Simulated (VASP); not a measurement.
# KMgF3 (Pm-3m) in VASP: a series of runs

Aim: see how the results for KMgF3 move with the level of theory and the settings. Levels: rev-vdW-DF2, RPBE+D3, revPBE. Tasks: core levels, Born charges and dielectric tensor, dielectric tensor.

Program: VASP 6.6.1. These are calculated values, not measurements. Logs are shortened: lines on timing, memory, paths and dates and some standing lists are left out, and cuts for length are marked.

## Step 1: The crystal as given

It takes space group Pm-3m (No. 221, cubic). The conventional cell has a = 3.986 Å, b = 3.986 Å, c = 3.986 Å, α = 90.00°, β = 90.00°, γ = 90.00°. Around K (site symmetry m-3m) lie 12 F at 2.82 Å. Mg (site symmetry m-3m) has 6 F at 1.99 Å as nearest neighbours. Around F (site symmetry 4/mmm) lie 2 Mg at 1.99 Å.

## Step 2: Core levels, rev-vdW-DF2

The input, INCAR:

```
SYSTEM = KMgF3
PREC     = Accurate       ! precision mode
ENCUT    = 600            ! plane-wave cutoff, eV
EDIFF    = 1E-7           ! SCF threshold, eV
ISMEAR   = -5             ! smearing method
SIGMA    = 0.05           ! smearing width, eV
LREAL    = .False.        ! projectors in reciprocal space
LASPH    = .True.         ! aspherical terms in the spheres
NELM     = 80             ! most SCF steps
ALGO     = Fast           ! electronic algorithm
ISIF     = 2              ! what is computed and relaxed
LWAVE    = .False.        ! write WAVECAR
LCHARG   = .False.        ! write CHGCAR
GGA      = MK             ! functional
LUSE_VDW = .True.       
AGGAC    = 0.0          
PARAM1   = 0.1234       
PARAM2   = 0.711357     
ZAB_VDW  = -1.8867      
ICORELEVEL= 1
```

The input, KPOINTS:

```
Automatic mesh
0
Gamma
  7 7 7
  0 0 0
```

The input, POSCAR:

```
KMgF3
1.0
    3.9859000000      0.0000000000      0.0000000000
    0.0000000000      3.9859000000      0.0000000000
    0.0000000000      0.0000000000      3.9859000000
K Mg F
1 1 3
Direct
    0.5000000000      0.5000000000      0.5000000000
    0.0000000000      0.0000000000      0.0000000000
    0.0000000000      0.0000000000      0.5000000000
    0.0000000000      0.5000000000      0.0000000000
    0.5000000000      0.0000000000      0.0000000000
```

Potentials or basis: VASP PAW PBE potentials, release 64 (K_sv_GW, Mg_sv_GW, F_GW).

Launch:

```bash
> cat potpaw_PBE.64/K_sv_GW/POTCAR potpaw_PBE.64/Mg_sv_GW/POTCAR potpaw_PBE.64/F_GW/POTCAR > POTCAR
> mpirun -np 1 vasp_std > vasp.out
```

OUTCAR:

```text
SYSTEM = KMgF3
   PREC = Accurate
   ENCUT = 600
   EDIFF = 1E-7
   ISMEAR = -5
   LREAL = .False.
   LASPH = .True.
   NELM = 80
   ISIF = 2
   GGA = MK

 ion  position               nearest neighbor table
   1  0.500  0.500  0.500-
   2  0.000  0.000  0.000-   3 1.99   4 1.99   5 1.99   3 1.99   4 1.99   5 1.99
   3  0.000  0.000  0.500-   2 1.99   2 1.99
   4  0.000  0.500  0.000-   2 1.99   2 1.99
   5  0.500  0.000  0.000-   2 1.99   2 1.99

  LATTYP: Found a simple cubic cell.
 ALAT       =     3.9859000000

  Lattice vectors:

 A1 = (   3.9859000000,   0.0000000000,   0.0000000000)
 A2 = (   0.0000000000,   3.9859000000,   0.0000000000)
 A3 = (   0.0000000000,   0.0000000000,   3.9859000000)

Analysis of symmetry for initial positions (statically):
=====================================================================
 Subroutine PRICEL returns:
 Original cell was already a primitive cell.

 Routine SETGRP: Setting up the symmetry group for a
 simple cubic supercell.

 Subroutine GETGRP returns: Found 48 space group operations
 (whereof 48 operations were pure point group operations)
 out of a pool of 48 trial point group operations.

The static configuration has the point symmetry O_h .

Analysis of symmetry for dynamics (positions and initial velocities):
=====================================================================
 Subroutine PRICEL returns:
 Original cell was already a primitive cell.

 Routine SETGRP: Setting up the symmetry group for a
 simple cubic supercell.

 Subroutine GETGRP returns: Found 48 space group operations
 (whereof 48 operations were pure point group operations)
 out of a pool of 48 trial point group operations.

The dynamic configuration has the point symmetry O_h .

 Subroutine INISYM returns: Found 48 space group operations
 (whereof 48 operations are pure point group operations),
 and found     1 'primitive' translations

----------------------------------------------------------------------------------------

                                     Primitive cell

  volume of cell :      63.3256

  direct lattice vectors                    reciprocal lattice vectors
     3.985900000  0.000000000  0.000000000     0.250884367  0.000000000  0.000000000
     0.000000000  3.985900000  0.000000000     0.000000000  0.250884367  0.000000000
     0.000000000  0.000000000  3.985900000     0.000000000  0.000000000  0.250884367

  length of vectors
     3.985900000  3.985900000  3.985900000     0.250884367  0.250884367  0.250884367

  position of ions in fractional coordinates (direct lattice)
     0.500000000  0.500000000  0.500000000
     0.000000000  0.000000000  0.000000000
[... 101 lines left out ...]
  volume/ion in A,a.u.               =      12.67        85.47
  Fermi-wavevector in a.u.,A,eV,Ry     =   1.404651  2.654405 26.844899  1.973044
  Thomas-Fermi vector in A             =   2.527191
   LORBIT       =      0    0 simple, 1 ext, 2 COOP (PROOUT), +10 PAW based schemes
   GGA     = MK    functional components
   LHFCALC =     F    Hartree Fock is set to
   AEXX    =    0.0000 exact exchange contribution
   IVDW_NL    =     1    kernel type
   BPARAM     = 6.3000
   IVDW    =     0    specifies the selected vdW correction
   LEPSILON=     F    determine dielectric tensor
   LRPA    =     F    only Hartree local field effects (RPA)
 non-spin polarized calculation
 RMM-DIIS sequential band-by-band and
 Fermi weights with tetrahedron method with Bloechl corrections
  energy-cutoff  :      600.00
  volume of cell :       63.33
 maximum number of plane-waves:      2128
 NGX is ok and might be reduce to    32
   NGX = 15   NGY = 15   NGZ = 15

 number of electron      39.9999925 magnetization

 Free energy of the ion-electron system (eV)
  ---------------------------------------------------
  ext. energy  EPLUGINS =         0.00000000
  ---------------------------------------------------
  free energy    TOTEN  =       -32.58838220 eV

  energy without entropy =      -32.58838220  energy(sigma->0) =      -32.58838220

 the core state eigenenergies are
   1-  1s  -3511.6345  2s   -343.0237  2p   -269.7226
   2-  1s  -1249.9417
   3-  1s   -650.5470
   4-  1s   -650.5470
   5-  1s   -650.5470

 E-fermi :   0.0588     XC(G=0):  -9.9984

 val. band max:        0.0503992182   @ k =   0.4286   0.4286   0.4286
 cond. band min:       7.4127606509   @ k =   0.0000   0.0000   0.0000
 fundamental gap:      7.3623614327
 Fermi energy:         0.0588227224

 k-point     1 :       0.0000    0.0000    0.0000
  band No.  band energies     occupation
      1     -70.4705      2.00000
      2     -37.4898      2.00000
      3     -37.4898      2.00000
      4     -37.4898      2.00000
      5     -25.4023      2.00000
      6     -19.8845      2.00000
[... 264 lines left out ...]
      1     -70.4705      2.00000
      2     -37.4912      2.00000
      3     -37.4911      2.00000
      4     -37.4911      2.00000
      5     -25.3866      2.00000
      6     -19.8117      2.00000
      7     -19.2574      2.00000
      8     -19.2574      2.00000
      9      -8.9727      2.00000
     10      -8.9727      2.00000
     11      -8.9071      2.00000
     12      -2.5919      2.00000
     13      -2.0815      2.00000
     14      -2.0815      2.00000

------------------------ aborting loop because EDIFF is reached ----------------------------------------

  FORCE on cell =-STRESS in cart. coord.  units (eV):
  Direction    XX          YY          ZZ          XY          YZ          ZX
  --------------------------------------------------------------------------------------
  -------------------------------------------------------------------------------------
  Total        0.3438927      0.3438927      0.3438927      0.0000000     -0.0000000      0.0000000
  in kB        8.7007031      8.7007031      8.7007031      0.0000000     -0.0000000      0.0000000
  external PRESSURE =       8.7007031 kB  Pullay stress =       0.0000000 kB

 VOLUME and BASIS-vectors are now :
 -----------------------------------------------------------------------------
  energy-cutoff  :      600.00
  volume of cell :       63.33
      direct lattice vectors                 reciprocal lattice vectors
     3.985900000  0.000000000  0.000000000     0.250884367  0.000000000  0.000000000
     0.000000000  3.985900000  0.000000000     0.000000000  0.250884367  0.000000000
     0.000000000  0.000000000  3.985900000     0.000000000  0.000000000  0.250884367

 POSITION                                       TOTAL-FORCE (eV/Angst)
 -----------------------------------------------------------------------------------
      1.99295      1.99295      1.99295         0.000000      0.000000      0.000000
      0.00000      0.00000      0.00000         0.000000      0.000000      0.000000
      0.00000      0.00000      1.99295         0.000000      0.000000      0.000000
      0.00000      1.99295      0.00000         0.000000      0.000000      0.000000
      1.99295      0.00000      0.00000         0.000000      0.000000      0.000000
 -----------------------------------------------------------------------------------
    total drift:                                0.000000      0.000000     -0.000000

  FREE ENERGIE OF THE ION-ELECTRON SYSTEM (eV)
  ---------------------------------------------------
  free  energy   TOTEN  =       -32.5883822015 eV

  energy  without entropy=      -32.5883822015  energy(sigma->0) =      -32.58838220

Total vdW correction in eV:      8.2248042
```

OSZICAR:

```text
N       E                     dE             d eps       ncg     rms          rms(c)
DAV:   1     0.738446635094E+03    0.73845E+03   -0.22247E+04  1064   0.273E+03
DAV:   2     0.468729567053E+02   -0.69157E+03   -0.67899E+03  1560   0.836E+02
DAV:   3    -0.345904313060E+02   -0.81463E+02   -0.81240E+02  1440   0.296E+02
[... 21 lines left out ...]
RMM:  25    -0.325883815755E+02   -0.38612E-06   -0.99698E-06  1567   0.314E-02    0.122E-02
RMM:  26    -0.325883816289E+02   -0.53404E-07   -0.42748E-06  1553   0.323E-02    0.898E-03
RMM:  27    -0.325883819600E+02   -0.33107E-06   -0.46420E-06  1528   0.205E-02    0.640E-03
RMM:  28    -0.325883821207E+02   -0.16073E-06   -0.15259E-06  1446   0.217E-02    0.483E-03
RMM:  29    -0.325883822015E+02   -0.80834E-07   -0.95035E-07  1296   0.104E-02
   1 F= -.32588382E+02 E0= -.32588382E+02  d E =0.000000E+00
```

stdout:

```text
POSCAR found type information on POSCAR K MgF
 POSCAR found :  3 types and       5 ions
 scaLAPACK will be used
 -----------------------------------------------------------------------------
|                                                                             |
|                                                                             |
[... 16 lines left out ...]
|                                                                             |
 -----------------------------------------------------------------------------

 LDA part: xc-table for (Slater+PW92), standard interpolation
 POSCAR, INCAR and KPOINTS ok, starting setup
 FFT: planning ... GRIDC
 FFT: planning ... GRID_SOFT
 FFT: planning ... GRID
 WAVECAR not read
 entering main loop
```

Wall time 76 s (1 thread of Intel Xeon 6975P-C (Granite Rapids), shared host); peak memory 0.41 GiB.

What came out:

```yaml
Free_energy: -32.5884 eV
Pressure: 0.9 GPa
Band_gap_on_the_k_mesh: 7.36 eV, indirect (least direct gap 7.65 eV)
```

Levels at points of the mesh, in eV from the valence-band top:
| k point | band 17 | band 18 | band 19 | band 20 | band 21 | band 22 | band 23 | band 24 |
| --- | --- | --- | --- | --- | --- | --- | --- | --- |
| (0.00, 0.00, 0.00) | -0.60 | -0.29 | -0.29 | -0.29 | 7.36 | 10.06 | 10.06 | 12.29 |

Core levels (eV, on the scale of the bands):
```tsv
atom	levels
1 K	1s -3511.6, 2s -343.0, 2p -269.7
2 Mg	1s -1249.9
3 F	1s -650.5
4 F	1s -650.5
5 F	1s -650.5
```

Caveat: the cutoff is under 1.25 times the usual one of these potentials, so pressure, stress and relaxed cells hold a basis-set (Pulay) error; the PAW data sets were made with another functional, which shifts forces and pressure a little; an odd mesh through Γ misses points on the zone boundary, where band edges often lie.

[end of part 1 of 2]
